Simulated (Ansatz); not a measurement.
Input and output for W (diamond type): DFT, PBE, all-electron LAPW, scalar-relativistic (Ansatz 0.2.0). This run: diamond relaxed under pressure.

The cell comes from a relaxation on PAW files under the same functional, begun from a prototype that needn't be the stable phase.

Command: `ansatz run input.yaml --threads 1 --pin off --max-ram 3584MiB --backend cpu --events-out ev --progress --plain --runs-dir out` It took 110 s on 1 thread of AMD EPYC 9R45 96-Core Processor (Zen 5), with other jobs on the host, peak memory 1 GiB.

```yaml
crystal:
  lattice:
    - [0.0, 2.4317772154, 2.4317772154]
    - [2.4317772154, 0.0, 2.4317772154]
    - [2.4317772154, 2.4317772154, 0.0]
  atoms:
    - { symbol: W, position: [-0.125, -0.125, -0.125] }
    - { symbol: W, position: [0.125, 0.125, 0.125] }
kpoints:
  mp_grid: { grid: [14, 14, 14] }
scf:
  occupations: { method: fermi_dirac, width: 0.1 }
hamiltonian:
  xc: pbe
  pseudopotentials: { kind: all_electron, lapw: { basis_error: 0.0005 } }
output:
  forces: true
  stress: true
  eigenvalues: true
relax:
  f_tol: 0.005
  max_steps: 12
  cell: { p_target: 190.0, stress_tol: 0.095 }
```

Output:

```
The last accepted step is kept in <dir> (removed where the run ends without a failure and the disk answers)
LAPW: plane waves up to 13.144 Å⁻¹, error target 5.0e-4 eV per atom; small_component_spin mean_spin; W in spheres of 1.021 Å, 46 of its electrons in bands, Dirac shells [] (how accurate: hamiltonian.pseudopotentials.lapw.basis_error, Limitations)
Engine: ansatz 0.2.0
Pseudopotentials: kind: all_electron
Pseudopotential: W, LAPW, valence charge 46, lapw/all_electron/scalar/gaussian/W, Koelling and Harmon's equation, gaussian nucleus
Functional definition: PBE
  parameter kappa = 0.804
  parameter beta = 0.06672455060314922
  exchange = pbe_x(kappa = kappa, mu = beta*pi^2/3)
  correlation = pbe_c(beta = beta)
Crystal: 2 atoms, lattice volume = 28.761 Å³
Basis set: ecut = 658.1862711006441 eV, 1067 PW (Γ), exchange–correlation at level 2
Bands: 56, of which v1, the nominal top of the filled ones, is band 46 counted from 1 (45 counted from 0)
Symmetry: 48 space group operations
Space group: Fd-3m (ITA 227), of the structure as read, at distance tolerance 3.1e-5 Å
k-points: 104 of 2744
Non-local potential: W, projectors of the file, none
Initial density: superposition of atomic densities (chi_scale 0.1, normalization cell)
Initial wavefunctions: plane waves of lowest kinetic energy (no species holds an atomic orbital)
Functional: x = pbe(κ = 0.804, μ = 0.2195149727645171), c = pbe(β = 0.06672455060314922)
iter 1 solved again at ethr=2.06e-3 eV; its pass at ethr=1.00e-1 eV (dr2=1.89e0 eV) is discarded
SCF iter   1: F=—  HF=-878392.201012 eV  |F-HF|=—  |Δ(HF+E_count)|=         —  Δρ=7.27e-2  dr2=1.89e0  ethr=2.06e-3  ⟨swp⟩=2.0  Hψ=36684  notcnv=0
preconditioner: auto → LDOS  [metal: Δε(μ)=0.023 eV  Ē_g=33.386 eV  σ=0.100 eV  W_gap=0.06  n_scr=14 (ndim 8)  ℏωp=49.9 eV  f_vac=0.015  D(μ)=1.17/eV (n_scr^D=14)  β→1.0]
iter 2 solved again at ethr=3.66e-5 eV; its pass at ethr=2.06e-3 eV (dr2=3.36e-2 eV) is discarded
SCF iter   2: F=—  HF=-878391.587329 eV  |F-HF|=—  |Δ(HF+E_count)|=   6.14e-1  Δρ=1.39e-2  dr2=3.36e-2  ethr=3.66e-5  ⟨swp⟩=2.0  Hψ=29647  notcnv=0
SCF iter   3: F=—  HF=-878391.646260 eV  |F-HF|=—  |Δ(HF+E_count)|=   5.89e-2  Δρ=3.17e-3  dr2=1.82e-3  ethr=3.65e-5  ⟨swp⟩=3.0  Hψ=19136  notcnv=0
SCF iter   4: F=—  HF=-878391.437671 eV  |F-HF|=—  |Δ(HF+E_count)|=   2.09e-1  Δρ=2.54e-3  dr2=5.07e-4  ethr=1.98e-6  ⟨swp⟩=3.0  Hψ=18928  notcnv=0
SCF iter   5: F=—  HF=-878391.438362 eV  |F-HF|=—  |Δ(HF+E_count)|=         —  Δρ=2.14e-4  dr2=4.01e-6  ethr=5.51e-7  ⟨swp⟩=3.0  Hψ=16868  notcnv=0
the basis was enlarged: its passes take 360.1 KiB over the memory plan, 1 of 1 planned eigensolver slots
SCF iter   6: F=-878391.438367 eV  HF=-878391.438367 eV  |F-HF|=5.86e-8  |Δ(HF+E_count)|=   5.07e-6  Δρ=3.06e-5  dr2=6.43e-8  ethr=4.35e-9  ⟨swp⟩=3.0  Hψ=17184  notcnv=0
SCF 1 converged in 6 iterations: F = -878391.438367 eV  dr2 = 6.43e-8
relax step   1: F+E_penalty+E_count = -878391.43836727 eV  Δ(F+E_penalty+E_count) = +0.000e0 eV  max|allowed force component| = 2.961e-16 eV/Å  Δτ_max = 0.0000 Å  P = +189.456 GPa  Ω = 28.761 Å³  (6 SCF iters, accepted)
Crystal: 2 atoms, lattice volume = 28.694 Å³
Basis set: ecut = 659.2103793985186 eV, 1067 PW (Γ), exchange–correlation at level 2
Initial density: handed on by an earlier stage of this run
Initial wavefunctions: those handed on with the density
iter 1 solved again at ethr=6.53e-9 eV; its pass at ethr=1.00e-1 eV (dr2=6.00e-6 eV) is discarded
SCF iter   1: F=—  HF=-878391.358780 eV  |F-HF|=—  |Δ(HF+E_count)|=         —  Δρ=1.15e-4  dr2=4.40e-6  ethr=6.53e-9  ⟨swp⟩=4.9  Hψ=30343  notcnv=0
preconditioner: auto → LDOS  [metal: Δε(μ)=0.030 eV  Ē_g=33.217 eV  σ=0.100 eV  W_gap=0.07  n_scr=14 (ndim 8)  ℏωp=50.0 eV  f_vac=0.116  D(μ)=1.15/eV (n_scr^D=14)  β→1.0]
iter 2 solved again at ethr=2.35e-10 eV; its pass at ethr=4.78e-9 eV (dr2=2.16e-7 eV) is discarded
SCF iter   2: F=—  HF=-878391.358779 eV  |F-HF|=—  |Δ(HF+E_count)|=   5.65e-7  Δρ=2.43e-5  dr2=2.16e-7  ethr=2.35e-10  ⟨swp⟩=2.0  Hψ=28133  notcnv=0
SCF iter   3: F=—  HF=-878391.358780 eV  |F-HF|=—  |Δ(HF+E_count)|=   2.11e-7  Δρ=6.29e-6  dr2=7.49e-9  ethr=2.35e-10  ⟨swp⟩=3.0  Hψ=17109  notcnv=0
SCF iter   4: F=-878391.358779 eV  HF=-878391.358779 eV  |F-HF|=1.16e-10  |Δ(HF+E_count)|=   6.62e-7  Δρ=1.77e-6  dr2=5.03e-10  ethr=2.19e-11 (applied; sched 8.14e-12)  ⟨swp⟩=3.0  Hψ=18126  notcnv=0
SCF 2 converged in 4 iterations: F = -878391.358779 eV  dr2 = 5.03e-10
relax step   2: F+E_penalty+E_count = -878391.35877895 eV  Δ(F+E_penalty+E_count) = +7.959e-2 eV  max|allowed force component| = 8.882e-16 eV/Å  Δτ_max = 0.0000 Å  P = +191.214 GPa  Ω = 28.694 Å³  (4 SCF iters, rejected (line search))
Crystal: 2 atoms, lattice volume = 28.740 Å³
Basis set: ecut = 658.5034266513089 eV, 1067 PW (Γ), exchange–correlation at level 2
[... lines left out ...]
iter 1 solved again at ethr=1.00e-12 eV; its pass at ethr=1.00e-1 eV (dr2=7.59e-10 eV) is discarded
SCF iter   1: F=—  HF=-878391.413765 eV  |F-HF|=—  |Δ(HF+E_count)|=         —  Δρ=1.73e-6  dr2=7.60e-10  ethr=1.58e-11 (applied; sched 1.00e-12)  ⟨swp⟩=3.0  Hψ=26400  notcnv=0
preconditioner: auto → LDOS  [metal: Δε(μ)=0.027 eV  Ē_g=33.203 eV  σ=0.100 eV  W_gap=0.07  n_scr=14 (ndim 8)  ℏωp=49.9 eV  f_vac=0.118  D(μ)=1.15/eV (n_scr^D=14)  β→1.0]
SCF iter   2: F=-878391.413765 eV  HF=-878391.413765 eV  |F-HF|=3.99e-8  |Δ(HF+E_count)|=  2.33e-10  Δρ=5.43e-7  dr2=1.22e-10  ethr=1.96e-11 (applied; sched 1.00e-12)  ⟨swp⟩=2.0  Hψ=16170  notcnv=0
SCF 4 converged in 2 iterations: F = -878391.413765 eV  dr2 = 1.22e-10
relax step   4: F+E_penalty+E_count = -878391.41376514 eV  Δ(F+E_penalty+E_count) = +4.051e-8 eV  max|allowed force component| = 1.702e-15 eV/Å  Δτ_max = 0.0000 Å  P = +189.998 GPa  Ω = 28.740 Å³  stress off target by 1.66e-3 GPa  SCF on the basis re-selected at this cell (its energy is not comparable with the rows above)  (2 SCF iters)
basis re-selected at this cell: Δ(F+E_penalty+E_count) = +4.051e-8 eV, ΔP = -0.001 GPa vs the last step (what re-selecting the basis moved, after the strain that the cell walked since its last selection, with what the two solves' SCF thresholds leave and, on support functions, any second-order correction that the steps lacked; it is no measure of the basis error at this ecutwfc). This SCF's stress stands 1.66e-3 GPa from its target on what of the cell is left free (relax.cell.stress_tol is 9.50e-2 GPa) and its largest allowed force component is 1.70e-15 eV/Å (relax.f_tol is 5.00e-3 eV/Å): within both
SCF converged after 2 iterations
Free energy (F): -878391.413765 eV
Harris-Foulkes:  -878391.413765 eV  (|F-HF|=3.99e-8)
Internal energy: -878391.375550 eV  (E = F + TS)
E sigma→0 (E₀):  -878391.394657 eV
Entropy (-TS):   -0.038215 eV (-19.108 meV/atom)
Fermi energy:    31.779331 eV
--- Per-component energies (eV) ---
  E_band       = -10522.462307
  E_kinetic    = 983855.522710
  E_xc         = -17683.572248
  E_electrostatic = -1844563.326012  (all electrons and nuclei)
  E_smearing   = -0.038215  (= −TS)
  E_closure    = 0.000000  (closes the sum)
  E_atoms      = -878381.577246  (free atoms, spherical and without spin; not in F)
  Σ components = -878391.413765   (vs F -878391.413765, Δ=0.00e0)
  Basis errors (estimates in eV, not in F): energy 2.0e-4 per atom: plane waves 1.8e-4 (1.1e-4 summed), levels above the bands 1.3e-76, relativity 4.9e-8, radial functions 1.8e-5, core shells 3.2e-11; eigenvalues (radial functions only) 1.0e-7; not estimated: angular momenta, meshes, grids; target (lapw.basis_error) 5.0e-4; muffin-tin radii W 1.021 Å
--- Forces (eV/Å), atoms counted from 1 ---
  atom   1  W      0.00000000     0.00000000     0.00000000
  atom   2  W     -0.00000000    -0.00000000    -0.00000000
  max |Σ_I F_I| component: 2.96e-16 eV/Å
--- Stress (GPa, compression-positive) ---
      189.998335       0.000000       0.000000
        0.000000     189.998335       0.000000
        0.000000       0.000000     189.998335
  P = ⅓ Tr σ = 189.9983 GPa (1899.983 kbar)
--- Band table (eV; the first three rows and the last of 104) ---
  k-point 0: bands = ["-531.0673", "-531.0672", "-385.0841", "-385.0841", "-385.0841", "-385.0840", "-385.0840", "-385.0840", "-200.1502", "-200.1502", "-200.1495", "-200.1495", "-200.1304", "-200.1304", "-200.1304", "-200.1286", "-200.1286", "-200.1286", "-42.5451", "-40.4406", "-7.9848", "-7.9848", "-7.9848", "-4.6844", "-4.6844", "-4.6844", "4.4055", "4.4798", "4.4798", "4.4798", "4.5635", "4.5635", "4.5635", "4.7136", "4.7136", "4.7136", "4.7689", "4.7689", "4.7689", "4.8381", "23.1282", "26.6937", "26.6937", "29.6636", "29.6636", "29.6636", "34.2317", "34.2317", "34.2317", "40.9173", "40.9173", "43.6204", "45.9087", "45.9087", "45.9087", "48.1671"]
  k-point 1: bands = ["-531.0673", "-531.0672", "-385.0841", "-385.0841", "-385.0841", "-385.0840", "-385.0840", "-385.0840", "-200.1502", "-200.1502", "-200.1495", "-200.1495", "-200.1304", "-200.1304", "-200.1303", "-200.1286", "-200.1286", "-200.1286", "-42.5269", "-40.4622", "-8.0086", "-8.0086", "-7.9864", "-4.6756", "-4.6537", "-4.6537", "4.4078", "4.4792", "4.4792", "4.4800", "4.5629", "4.5673", "4.5673", "4.7103", "4.7103", "4.7127", "4.7677", "4.7677", "4.7687", "4.8363", "23.2902", "26.6230", "26.6230", "29.6170", "29.8276", "29.8276", "33.8524", "34.1567", "34.1567", "40.8685", "40.8685", "43.4170", "45.9737", "45.9737", "46.6227", "48.5801"]
  k-point 2: bands = ["-531.0673", "-531.0672", "-385.0841", "-385.0841", "-385.0841", "-385.0840", "-385.0840", "-385.0840", "-200.1501", "-200.1501", "-200.1496", "-200.1496", "-200.1304", "-200.1304", "-200.1303", "-200.1287", "-200.1286", "-200.1286", "-42.4739", "-40.5247", "-8.0729", "-8.0729", "-7.9922", "-4.6486", "-4.5699", "-4.5699", "4.4146", "4.4786", "4.4786", "4.4807", "4.5612", "4.5769", "4.5769", "4.7012", "4.7012", "4.7102", "4.7640", "4.7640", "4.7682", "4.8313", "23.7529", "26.4893", "26.4893", "29.5054", "30.1720", "30.1720", "32.9065", "34.0145", "34.0145", "40.7246", "40.7246", "43.3147", "46.1905", "46.1905", "47.8146", "49.6273"]
  k-point 103: bands = ["-531.0673", "-531.0673", "-385.0841", "-385.0841", "-385.0840", "-385.0840", "-385.0840", "-385.0840", "-200.1499", "-200.1499", "-200.1499", "-200.1499", "-200.1305", "-200.1305", "-200.1295", "-200.1295", "-200.1285", "-200.1285", "-41.5380", "-41.5380", "-8.8486", "-8.8486", "-6.2746", "-6.2746", "-3.5687", "-3.5687", "4.4705", "4.4705", "4.5210", "4.5210", "4.5732", "4.5732", "4.6273", "4.6273", "4.6956", "4.6956", "4.7087", "4.7087", "4.7646", "4.7646", "24.9837", "24.9837", "29.1843", "29.1843", "32.0001", "32.0001", "32.0288", "32.0288", "38.5003", "38.5003", "38.8095", "38.8095", "40.2300", "40.2300", "51.3949", "51.3949"]
--- Relaxed structure (3 steps of the walk, 2 accepted, 1 SCFs on fresh bases) ---
  F+E_penalty+E_count = -878391.41376514 eV   max|allowed force component| = 1.702e-15 eV/Å   (the final SCF, on the basis selected at the relaxed cell)
  cell:  # Å, volume = 28.7401 Å³
    - [3.0572232197373535e-34, 2.431191535434158, 2.431191535434158]
    - [2.431191535434158, 4.331066227961251e-34, 2.431191535434158]
    - [2.431191535434158, 2.431191535434158, 4.84060343125081e-34]
  atoms:
    - { symbol: W, position: [-0.125, -0.125, -0.125] }
    - { symbol: W, position: [0.125, 0.125, 0.125] }
```

Next run (beta tin relaxed under pressure), as changes to the input before:

```diff
   lattice:
-    - [0.0, 2.4317772154, 2.4317772154]
-    - [2.4317772154, 0.0, 2.4317772154]
-    - [2.4317772154, 2.4317772154, 0.0]
+    - [-2.2496902534, 2.2496902534, 1.188336179]
+    - [2.2496902534, -2.2496902534, 1.188336179]
+    - [2.2496902534, 2.2496902534, -1.188336179]
   atoms:
-    - { symbol: W, position: [-0.125, -0.125, -0.125] }
-    - { symbol: W, position: [0.125, 0.125, 0.125] }
+    - { symbol: W, position: [-0.375, -0.125, -0.25] }
+    - { symbol: W, position: [0.375, 0.125, 0.25] }
 kpoints:
-  mp_grid: { grid: [14, 14, 14] }
+  mp_grid: { grid: [18, 18, 18] }
 scf:
```

Command: `ansatz run input.yaml --threads 1 --pin off --max-ram 3584MiB --backend cpu --events-out ev --progress --plain --runs-dir out` It took 5.6 min on 1 thread of AMD EPYC 9R45 96-Core Processor (Zen 5) (shared host), peak memory 2.6 GiB.

Results part of the output:

```
basis re-selected at this cell: Δ(F+E_penalty+E_count) = +5.635e-8 eV, ΔP = -0.000 GPa vs the last step (what re-selecting the basis moved, after the strain that the cell walked since its last selection, with what the two solves' SCF thresholds leave and, on support functions, any second-order correction that the steps lacked; it is no measure of the basis error at this ecutwfc). This SCF's stress stands 4.27e-2 GPa from its target on what of the cell is left free (relax.cell.stress_tol is 9.50e-2 GPa) and its largest allowed force component is 6.94e-18 eV/Å (relax.f_tol is 5.00e-3 eV/Å): within both
SCF converged after 2 iterations
Free energy (F): -878397.397746 eV
Harris-Foulkes:  -878397.397746 eV  (|F-HF|=3.84e-9)
Internal energy: -878397.362764 eV  (E = F + TS)
E sigma→0 (E₀):  -878397.380255 eV
Entropy (-TS):   -0.034981 eV (-17.491 meV/atom)
Fermi energy:    39.260419 eV
--- Per-component energies (eV) ---
  E_band       = -9881.627524
  E_kinetic    = 983845.643847
  E_xc         = -17682.507996
[... lines left out ...]
  k-point 1: bands = ["-524.1025", "-524.1025", "-378.1216", "-378.1216", "-378.1216", "-378.1216", "-378.1160", "-378.1160", "-193.1969", "-193.1968", "-193.1873", "-193.1873", "-193.1873", "-193.1873", "-193.1540", "-193.1539", "-193.1526", "-193.1520", "-35.0100", "-34.1571", "-0.6645", "-0.6623", "2.2754", "2.3324", "2.4483", "2.4771", "11.5387", "11.5393", "11.5524", "11.5539", "11.5916", "11.5966", "11.5977", "11.6101", "11.6157", "11.6234", "11.6253", "11.6313", "11.6843", "11.7012", "28.5581", "30.0255", "33.1849", "33.7055", "34.8035", "41.8212", "41.8512", "42.0947", "42.1045", "46.9537", "47.4239", "48.0030", "50.7176", "56.8371", "56.9206", "62.5397"]
  k-point 2: bands = ["-524.1025", "-524.1025", "-378.1216", "-378.1216", "-378.1216", "-378.1216", "-378.1160", "-378.1160", "-193.1969", "-193.1968", "-193.1873", "-193.1873", "-193.1873", "-193.1873", "-193.1540", "-193.1539", "-193.1526", "-193.1520", "-34.9908", "-34.1769", "-0.6163", "-0.6081", "2.1379", "2.2362", "2.4530", "2.5359", "11.5357", "11.5385", "11.5470", "11.5523", "11.5886", "11.5898", "11.5964", "11.6050", "11.6178", "11.6221", "11.6321", "11.6406", "11.6890", "11.7026", "28.8182", "30.2512", "33.3695", "33.6292", "34.7271", "41.9334", "42.0486", "42.2571", "42.2852", "46.1603", "46.4599", "47.3999", "52.0050", "56.4598", "56.8048", "62.0867"]
  k-point 479: bands = ["-524.1025", "-524.1025", "-378.1216", "-378.1216", "-378.1216", "-378.1216", "-378.1160", "-378.1160", "-193.1968", "-193.1968", "-193.1873", "-193.1873", "-193.1873", "-193.1873", "-193.1539", "-193.1539", "-193.1523", "-193.1523", "-34.5757", "-34.5757", "-1.3128", "-1.3128", "2.4044", "2.4044", "2.7739", "2.7739", "11.4992", "11.4992", "11.5508", "11.5508", "11.5589", "11.5589", "11.5895", "11.5895", "11.6093", "11.6093", "11.6892", "11.6892", "11.7021", "11.7021", "32.1895", "32.1895", "35.2382", "35.2382", "39.1827", "39.1827", "40.4319", "40.4319", "43.1988", "43.1988", "43.5134", "43.5134", "54.0385", "54.0385", "57.7250", "57.7250"]
--- Relaxed structure (3 steps of the walk, 2 accepted, 1 SCFs on fresh bases) ---
  F+E_penalty+E_count = -878397.39774551 eV   max|allowed force component| = 6.939e-18 eV/Å   (the final SCF, on the basis selected at the relaxed cell)
  cell:  # Å, volume = 24.0291 Å³
    - [-2.248886188672771, 2.248886188672771, 1.1877971706025132]
    - [2.248886188672771, -2.248886188672771, 1.1877971706025132]
    - [2.248886188672771, 2.248886188672771, -1.1877971706025132]
  atoms:
    - { symbol: W, position: [-0.375, -0.125, -0.25] }
    - { symbol: W, position: [0.375, 0.125, 0.25] }
```

Next run (sc relaxed under pressure), as changes to the input before:

```diff
   lattice:
-    - [-2.2496902534, 2.2496902534, 1.188336179]
-    - [2.2496902534, -2.2496902534, 1.188336179]
-    - [2.2496902534, 2.2496902534, -1.188336179]
+    - [2.3127543083, 0.0, 0.0]
+    - [0.0, 2.3127543083, 0.0]
+    - [0.0, 0.0, 2.3127543083]
   atoms:
-    - { symbol: W, position: [-0.375, -0.125, -0.25] }
-    - { symbol: W, position: [0.375, 0.125, 0.25] }
+    - { symbol: W, position: [0.0, 0.0, 0.0] }
 kpoints:
-  mp_grid: { grid: [18, 18, 18] }
+  mp_grid: { grid: [16, 16, 16] }
 scf:
```

Results part of the output:

```
basis re-selected at this cell: Δ(F+E_penalty+E_count) = +3.900e-9 eV, ΔP = +0.000 GPa vs the last step (what re-selecting the basis moved, after the strain that the cell walked since its last selection, with what the two solves' SCF thresholds leave and, on support functions, any second-order correction that the steps lacked; it is no measure of the basis error at this ecutwfc). This SCF's stress stands 1.40e-3 GPa from its target on what of the cell is left free (relax.cell.stress_tol is 9.50e-2 GPa) and its largest allowed force component is 0.00e0 eV/Å (relax.f_tol is 5.00e-3 eV/Å): within both
SCF converged after 2 iterations
Free energy (F): -439198.236527 eV
Harris-Foulkes:  -439198.236527 eV  (|F-HF|=4.66e-10)
Internal energy: -439198.203707 eV  (E = F + TS)
E sigma→0 (E₀):  -439198.220117 eV
Entropy (-TS):   -0.032819 eV (-32.819 meV/atom)
Fermi energy:    37.975363 eV
--- Per-component energies (eV) ---
  E_band       = -4998.280422
  E_kinetic    = 491923.739088
  E_xc         = -8841.115861
  E_electrostatic = -922280.826934  (all electrons and nuclei)
  E_smearing   = -0.032819  (= −TS)
  E_closure    = 0.000000  (closes the sum)
  E_atoms      = -439190.788623  (free atoms, spherical and without spin; not in F)
  Σ components = -439198.236527   (vs F -439198.236527, Δ=0.00e0)
  Basis errors (estimates in eV, not in F): energy 1.7e-4 per atom: plane waves 1.5e-4 (8.4e-5 summed), levels above the bands 5.5e-83, relativity 3.2e-8, radial functions 2.1e-5, core shells 6.0e-11; eigenvalues (radial functions only) 5.2e-7; not estimated: angular momenta, meshes, grids; target (lapw.basis_error) 5.0e-4; muffin-tin radii W 1.121 Å
--- Forces (eV/Å), atoms counted from 1 ---
  atom   1  W     -0.00000000     0.00000000    -0.00000000
  max |Σ_I F_I| component: 2.10e-30 eV/Å
--- Stress (GPa, compression-positive) ---
      189.998604      -0.000000       0.000000
       -0.000000     189.998604      -0.000000
        0.000000      -0.000000     189.998604
  P = ⅓ Tr σ = 189.9986 GPa (1899.986 kbar)
--- Band table (eV; the first three rows and the last of 165) ---
  k-point 0: bands = ["-525.3648", "-379.3822", "-379.3822", "-379.3822", "-194.4544", "-194.4544", "-194.4544", "-194.4143", "-194.4143", "-36.3396", "1.1130", "1.1130", "1.1130", "10.2804", "10.2804", "10.2804", "10.3611", "10.4148", "10.4148", "10.4148", "27.5715", "31.0156", "31.0156", "45.7851", "45.7851", "45.7851", "56.5386", "56.5386"]
  k-point 1: bands = ["-525.3648", "-379.3822", "-379.3822", "-379.3822", "-194.4545", "-194.4545", "-194.4544", "-194.4143", "-194.4143", "-36.3235", "0.9407", "1.1277", "1.1277", "10.2784", "10.2830", "10.2830", "10.3602", "10.4026", "10.4161", "10.4161", "27.7732", "31.0683", "31.2910", "45.3442", "45.3442", "45.8139", "55.6493", "57.0102"]
  k-point 2: bands = ["-525.3648", "-379.3822", "-379.3822", "-379.3822", "-194.4545", "-194.4545", "-194.4544", "-194.4143", "-194.4142", "-36.2776", "0.4653", "1.1698", "1.1698", "10.2727", "10.2900", "10.2900", "10.3574", "10.3707", "10.4201", "10.4201", "28.2909", "31.2212", "32.1333", "44.2599", "44.2599", "45.8968", "53.8156", "58.1622"]
  k-point 164: bands = ["-525.3648", "-379.3822", "-379.3822", "-379.3822", "-194.4546", "-194.4546", "-194.4546", "-194.4135", "-194.4135", "-35.0713", "-1.5561", "-1.5561", "-1.5561", "10.2522", "10.3237", "10.3237", "10.3237", "10.3995", "10.3995", "10.3995", "31.2016", "31.2016", "31.2016", "44.1030", "51.0450", "51.0450", "56.8192", "56.8192"]
--- Relaxed structure (3 steps of the walk, 2 accepted, 1 SCFs on fresh bases) ---
  F+E_penalty+E_count = -439198.23652693 eV   max|allowed force component| = 0.000e0 eV/Å   (the final SCF, on the basis selected at the relaxed cell)
  cell:  # Å, volume = 12.3559 Å³
    - [2.3118438125708374, 5.135813185032629e-34, -1.2839532962581572e-34]
    - [5.135813185032629e-34, 2.3118438125708374, 0.0]
    - [-1.2839532962581572e-34, 0.0, 2.3118438125708374]
  atoms:
    - { symbol: W, position: [0.0, 0.0, 0.0] }
```

Spin–orbit coupling is left out, which matters for the heavy atoms.
